How far apart do the atoms of grey tin sit when little changes but the approximation for exchange and correlation? Each tin atom keeps its four neighbours in the diamond structure, yet the volume of the cell differs by nearly a sixth between the ends of the series. Such a spread calls for a reason in the way each functional treats the electron density of a solid.

Plane-wave PAW DFT with GPAW 26.7.0 for the two-atom primitive cell of grey tin (Fd-3m), without spin polarisation, spin-orbit coupling or dispersion correction. All runs use a 7×7×7 k mesh and Fermi-Dirac smearing of 0.05 eV. Volume changes count from the common starting cell, and a is the length of a primitive cell vector.

| functional | potentials | wave cutoff | volume change (%) | relaxed length a (Å) |
| --- | --- | --- | --- | --- |
| LDA | GPAW PAW data sets (gpaw data 1.2.1) | 600 eV | 0.000 | 4.573 |
| PBE | GPAW PAW data sets (gpaw data 1.2.1) | 600 eV | 8.300 | 4.696 |
| PBEsol | PAW data sets made by gpaw setup for the functional | 600 eV | 3.070 | 4.619 |
| revPBE | GPAW PAW data sets (gpaw data 1.2.1) | 510 eV | 11.140 | 4.737 |
| RPBE | GPAW PAW data sets (gpaw data 1.2.1) | 600 eV | 12.030 | 4.749 |
| BLYP | PAW data sets made by gpaw setup for the functional | 600 eV | 15.850 | 4.803 |
| WC | PAW data sets made by gpaw setup for the functional | 510 eV | 2.020 | 4.603 |

The volume change counts from the common starting cell, and the LDA run stayed there because its stress was already within tolerance. A tension of 0.16 GPa was left in that cell. Divided by a bulk modulus of roughly 45 GPa, this gives $0.16/45 \approx 0.004$, so the LDA cell would still shrink by about 0.4 % of its volume. The same estimate for the other rows leaves the order of the series unchanged. The cutoff of 510 eV printed for revPBE belongs to a later vibration calculation; its cell was relaxed at 600 eV. For WC the printed cutoff is also that of the vibration calculation, and the one used in the relaxation is not recorded.

### Why a gradient term pushes atoms apart

LDA takes the exchange energy at each point from a uniform electron gas of the local density $n$. A gradient-corrected functional multiplies this negative energy by a factor $F(s)$ that grows with the reduced gradient

$$s=\frac{|\nabla n|}{2k_\mathrm{F}n},\qquad k_\mathrm{F}=(3\pi^2 n)^{1/3}.$$

The number $s$ says how abruptly the density changes on the length scale that the electrons themselves set. Where it is large, exchange binds the electrons more strongly than LDA supposes.

The hydrogen atom shows where that happens. Its density falls exponentially, so $|\nabla n|/n$ is the same everywhere, while $k_\mathrm{F}$ drops outwards; $s$ therefore rises towards the tail. In a crystal the tails of neighbours overlap, and the gradient even vanishes at the middle of a bond, so the picture holds only for the density as a whole. With that proviso, moving the atoms apart makes the density more atom-like and raises $s$ over much of the cell.

The gradient correction to exchange thus lowers the energy more in a large cell than in a small one. At the volume where the LDA energy is lowest, the LDA curve is flat, and the added term tilts it towards expansion. The crystal swells until its own elastic resistance balances this outward push. The faster $F$ rises with $s$, the larger the cell should be, provided that correlation is treated alike.

### PBE and RPBE: one change at a time

PBE and RPBE allow a clean comparison, because they share the same correlation and differ only in the shape of $F$. Both start as $1+\mu s^2$ with $\mu\approx0.22$ and level off at the same ceiling $1+\kappa$, with $\kappa\approx0.80$. PBE uses $F=1+\mu s^2/(1+\mu s^2/\kappa)$, which at $s=1$ gives an enhancement of $0.22/(1+0.22/0.80)\approx0.17$. RPBE uses $F=1+\kappa(1-e^{-\mu s^2/\kappa})$ and reaches $0.80\,(1-e^{-0.22/0.80})\approx0.19$.

This modest difference goes with a clear change in volume: 8.3 % above the start for PBE, 12.0 % for RPBE. At $s=0.5$ the two factors almost coincide, so most of the extra expansion should come from regions with larger gradients. Such regions include the outer slopes of the atomic densities, which are likely to matter in a structure as open as diamond.

WC and revPBE also use PBE correlation. The output at the very end of the text, on which the next section also draws, lists the enhancement at three values of $s$, computed from the definitions of the functionals without reference to the volumes. At each of them the four functionals stand in the order WC, PBE, revPBE, RPBE, which is also the order of their cells.

The same reasoning applies to the strength of the bonds. A free atom has more of its density in steep tails than the solid has, so it gains more from the gradient term, and the solid is bound less firmly. Measured against spinless, spherical atoms, the binding falls from 4.7 eV per atom in LDA to 3.4 eV in BLYP. It follows the growth of the cell except that PBEsol binds slightly more than WC. These are not true cohesive energies, since a real tin atom also gains energy from its unpaired electrons.

### Where exchange alone fails

The enhancement of exchange predicts an order, not a size. WC has already gained about 14 % over LDA at $s=1$, yet its cell is only 2.0 % larger. PBE adds less than 4 points of enhancement to that and another 6.3 points of volume. Part of the reason is that these functionals also correct correlation for the gradient, and this correction raises the energy where the density varies, against the pull of exchange. It opposes the step from LDA to WC, but not the one from WC to PBE, since those two share the same correlation.

The same opposition can explain why PBEsol lies on the wrong side of WC. Its exchange is enhanced less, but its cell is larger by about 1 point of volume. PBEsol also weakens the gradient term in correlation, and so removes part of the force that holds the cell together. The two functionals usually give nearly equal lattice constants, however, and each was run with its own generated atomic data set; some of this small gap may come from there. The unrecorded cutoff of the WC relaxation is a less likely source, because at 510 eV the pressure left in that cell is only about 0.001 GPa.

BLYP is the stronger exception. At $s=1$ and $1.5$ its exchange enhancement lies between those of PBE and revPBE, yet its volume change is 15.9 %, well beyond even RPBE. At $s=0.5$ its enhancement is the highest of all, but by less than half a point over RPBE, which seems too little for a cell so much larger. The likely main cause is its correlation part, LYP, which gives too little correlation energy when the density is nearly uniform. The valence electrons of a solid come closer to that limit than those of a free atom, so the solid loses more and its bonds weaken. No run exchanges the correlation part alone, and BLYP too has its own generated data set, so this step rests on the known behaviour of LYP.

The BLYP cell also moved furthest from its start. The forces on its atoms vanish by symmetry, but the stress that ended the relaxation may still carry the grid of an earlier step, a caution that holds more weakly for PBE, PBEsol and RPBE. Its place at the end of the series is safer than the last digits of its edge. A fresh relaxation from the final cell would settle those digits.

### What the spread means for a lattice constant

The cubic edge is $\sqrt2$ times the relaxed length in the table. It runs from 6.47 Å in LDA to 6.79 Å in BLYP, while the measured edge is roughly 6.5 Å. LDA, WC and PBEsol come close to that value; PBE and the functionals beyond it make the crystal too large. Between the two ends the edge changes by 5 %, which is more than many strains that one might wish to study in a film. A strain in grey tin should therefore be counted from the cell relaxed with the same functional, or the choice of functional will pass for a deformation.

Numerical output:

```
Cell and binding:
     row  volume change %  cubic edge A  edge against LDA %  volume still to go %  binding eV per atom
     LDA                0         6.467                   0               -0.3556                4.705
     PBE              8.3         6.641                2.69               0.05333                4.057
  PBEsol             3.07         6.532               1.006               -0.1844                4.439
  revPBE            11.14         6.699               3.586              0.002222                3.776
    RPBE            12.03         6.716               3.849                0.1333                3.727
    BLYP            15.85         6.792                5.03                0.2511                3.435
      WC             2.02          6.51               0.656             -0.002222                4.407
Exchange enhancement over LDA in %:
     row  at reduced gradient 0.5  at reduced gradient 1  at reduced gradient 1.5
     LDA                        0                      0                        0
     PBE                    5.146                  17.25                    30.58
  PBEsol                    2.892                  10.43                    20.19
  revPBE                    5.259                  18.59                    35.04
    RPBE                    5.315                  19.23                    36.91
    BLYP                    5.715                  17.88                    32.15
      WC                    4.703                  13.66                    23.51
Volume gap WC to PBEsol, points: 1.05
Volume gap WC to PBE, points: 6.28
Volume gap PBE to revPBE, points: 2.84
Volume gap revPBE to RPBE, points: 0.89
Volume gap RPBE to BLYP, points: 3.82
Volume gap PBE to BLYP, points: 7.55
Gap WC to PBEsol after the pressure estimate, points: 0.8678
Binding lost from LDA to BLYP, eV per atom: 1.27
Binding of PBEsol above WC, eV per atom: 0.032
Rank correlation of volume and enhancement at gradient 1, four rows with PBE correlation: 1
```
